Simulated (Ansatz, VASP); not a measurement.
## Two plane-wave programs on GaN

```
Ga N
1.0
     0.00000    2.13524    2.16726
     2.13524    0.00000    2.16726
     2.13524    2.13524    0.00000
Ga N
1 1
Cartesian
  0.0000 0.0000 0.0000
  2.1352 2.1352 2.1673
```

Change from the starting cell: strain +0.000 along x and y, +0.015 along z, atoms carried along.

Alike in both runs: task single point; functional PBE; k mesh 14 × 14 × 14; occupations gaussian, width 0.05 eV; no spin polarisation.

|  | VASP | Ansatz |
| --- | --- | --- |
| version | VASP 6.6.1 | Ansatz 0.2.0 |
| potentials or method | VASP PAW PBE potentials, release 64 (Ga_d, N) | scalar-relativistic, plane waves, PAW |
| plane-wave cutoff (eV) | 520 | 420 |
| valence electrons in the cell | 18 | 18 |

|  | VASP | Ansatz | Ansatz less VASP |
| --- | --- | --- | --- |
| gap on the k mesh at the Fermi level (eV) | 0.25 | 0.26 | +0.009 |
| least direct gap on the mesh (eV) | 2.10 | 2.10 | -0.001 |
| pressure (GPa) | -2.5 | -3.3 | -0.72 |
| largest component of the traceless stress (GPa) | 1.41 | 1.37 | -0.033 |
